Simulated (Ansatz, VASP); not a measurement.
# NaI: VASP beside Ansatz

Contents of INCAR:

```
PREC = Accurate
ENCUT = 520
EDIFF = 1E-6
ISMEAR = 0
SIGMA = 0.01
LREAL = False
LASPH = True
NELM = 60
ALGO = Normal
ISIF = 2
LWAVE = False
LCHARG = False
GGA = PE
NBANDS = 14
```

KPOINTS

```
regular mesh
0
Gamma
  6 6 6
```

Contents of POSCAR:

```
NaI
1.0
    0.0000000000      3.6512060629      3.6512060629
    3.6512060629      0.0000000000      3.6512060629
    3.6512060629      3.6512060629      0.0000000000
Na I
1 1
Direct
    0.0000000000      0.0000000000      0.0000000000
    0.2500000000      0.2500000000      0.2500000000
```

Input for Ansatz:

```yaml
crystal:
  lattice:
    - [0.0, 3.6512060629, 3.6512060629]
    - [3.6512060629, 0.0, 3.6512060629]
    - [3.6512060629, 3.6512060629, 0.0]
  atoms:
    - { symbol: Na, position: [0.0, 0.0, 0.0] }
    - { symbol: I, position: [0.25, 0.25, 0.25] }
kpoints:
  mp_grid: { grid: [6, 6, 6] }
hamiltonian:
  xc: pbe
scf:
  occupations: { method: fixed }
  n_extra_bands: 4
output:
  forces: true
  stress: true
  eigenvalues: true
```

Alike in both runs: task single point; functional PBE; k mesh 6 × 6 × 6; no spin polarisation.

```csv
,VASP,Ansatz
version,VASP 6.6.1,Ansatz 0.2.0
potentials or method,"VASP PAW PBE potentials, release 64 (Na_pv, I)","plane waves, PAW"
plane-wave cutoff (eV),520,420
occupations,"gaussian, width 0.01 eV",fixed
valence electrons in the cell,14,26
```

|  | VASP | Ansatz | Ansatz less VASP |
| --- | --- | --- | --- |
| gap on the k mesh at the Fermi level (eV) | 3.67 | 3.68 | +0.003 |
| pressure (GPa) | -0.5 | -0.5 | 0.00 |

The two sets of potentials don't hold the same shells in valence.

Caveats: spin-orbit coupling is left out, which moves the levels of the heavy elements. Expect the measured gap to be larger: semilocal functionals such as PBE lack the derivative discontinuity.
